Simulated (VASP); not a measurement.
Input of a VASP 6.6.1 run:

INCAR

```
PREC = Accurate
ENCUT = 600
EDIFF = 1E-6
ISMEAR = 1
SIGMA = 0.1
LREAL = F
LASPH = T
NELM = 80
ALGO = Normal
ISIF = 3
LWAVE = F
LCHARG = F
GGA = PS
IBRION = 2
NSW = 90
EDIFFG = -0.01
```

The input KPOINTS:

```
Automatic mesh
0
Gamma
  16 16 16
```

Contents of POSCAR:

```
Li
1.0
   -1.7546500000      1.7546500000      1.7546500000
    1.7546500000     -1.7546500000      1.7546500000
    1.7546500000      1.7546500000     -1.7546500000
Li
1
Direct
    0.0000000000      0.0000000000      0.0000000000
```

Potentials or basis: VASP PAW PBE potentials, release 64 (Li_sv).

Command:

```console
$ cat potpaw_PBE.64/Li_sv/POTCAR > POTCAR
$ mpirun -np 1 vasp_std > vasp.out
```

Task: What does it give for the band gap on the k mesh?

Result: None (metal or under the smearing width).

Task: What does it give for the space group after relaxing (to 0.05 Å)?

Result: Im-3m (No. 229).

Task: What does it give for the relaxed volume?

Result: 19.99 Å³/atom.

Final structure:
```cif
data_structure
_symmetry_space_group_name_H-M 'P 1'
_symmetry_Int_Tables_number 1
_cell_length_a 2.9613
_cell_length_b 2.9613
_cell_length_c 2.9613
_cell_angle_alpha 109.471
_cell_angle_beta 109.471
_cell_angle_gamma 109.471
_cell_volume 19.99
loop_
_atom_site_label
_atom_site_type_symbol
_atom_site_fract_x
_atom_site_fract_y
_atom_site_fract_z
_atom_site_occupancy
Li1 Li 0.00000 0.00000 0.00000 1
```

Caveat: the cutoff is under 1.25 times the usual one of these potentials, so pressure, stress and relaxed cells hold a basis-set (Pulay) error; the PAW data sets were made with another functional, which shifts forces and pressure a little.
